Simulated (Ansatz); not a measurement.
**PbSe: distorted cells**

Theory: DFT r2SCAN, scalar-relativistic, plane waves, PAW (Ansatz).

Cutoff 500 eV; k points 10×10×10 on the computed 2-atom cell (Γ-centred); Gaussian smearing, width 0.10 eV; no spin polarisation.

Reference cell:

```xyz
2
Lattice="3.7843 0.0000 0.0000 0.0000 3.7843 0.0000 0.0000 0.0000 3.7843" Properties=species:S:1:pos:R:3 pbc="T T T"
Pb    0.0000    0.0000    0.0000
Se    1.8922    1.8922    1.8922
```

Each variant moves atoms of this cell by the vectors given, if any (Å), and then applies a symmetric strain (tensor components, Cartesian axes). The reference cell isn't relaxed at this level. Energies are per atom at zero smearing, counted from the lowest variant. Pressure is positive in compression.

1. strain (xx yy zz yz xz xy, %) -1.27 -1.55 1.12 -2.52 -3.00 2.59; moves: Pb1 (-0.056, -0.006, 0.083); Se2 (0.056, 0.006, -0.083)
2. strain (xx yy zz yz xz xy, %) 0.99 3.42 2.13 -3.00 1.90 -0.68; moves: Pb1 (-0.085, 0.120, 0.031); Se2 (0.085, -0.120, -0.031)
3. strain (xx yy zz yz xz xy, %) -0.10 -2.80 -0.10 1.26 -2.00 1.26; moves: Pb1 (0.089, 0.082, 0.089); Se2 (-0.089, -0.082, -0.089)
4. strain (xx yy zz yz xz xy, %) -0.42 2.58 2.58 -0.86 -1.76 1.76; moves: Pb1 (-0.068, 0.052, -0.052); Se2 (0.068, -0.052, 0.052)
5. strain (xx yy zz yz xz xy, %) 4.16 -1.84 4.16 0.00 0.00 0.00

| variant | ΔE (meV/atom) | P (GPa) | largest force (eV/Å) | gap on mesh (eV) | space group |
| --- | --- | --- | --- | --- | --- |
| 1 | 4.8 | 0.94 | 0.21 | 0 | P1 |
| 2 | 7.8 | -2.48 | 0.35 | 0 | P1 |
| 3 | ? | ? | ? | ? | ? |
| 4 | 18.4 | -2.38 | 0.28 | 0 | Cm |
| 5 | 52.7 | -3.56 | 0.00 | 0 | P4/mmm |

Give the withheld rows.

| variant | ΔE (meV/atom) | P (GPa) | largest force (eV/Å) | gap on mesh (eV) | space group |
| --- | --- | --- | --- | --- | --- |
| 3 | 0.0 | 2.18 | 0.19 | 0 | Cm |

Spin-orbit coupling is left out, which matters for the bands of heavy elements.

This CsCl-type form isn't the usual stable structure of the compound.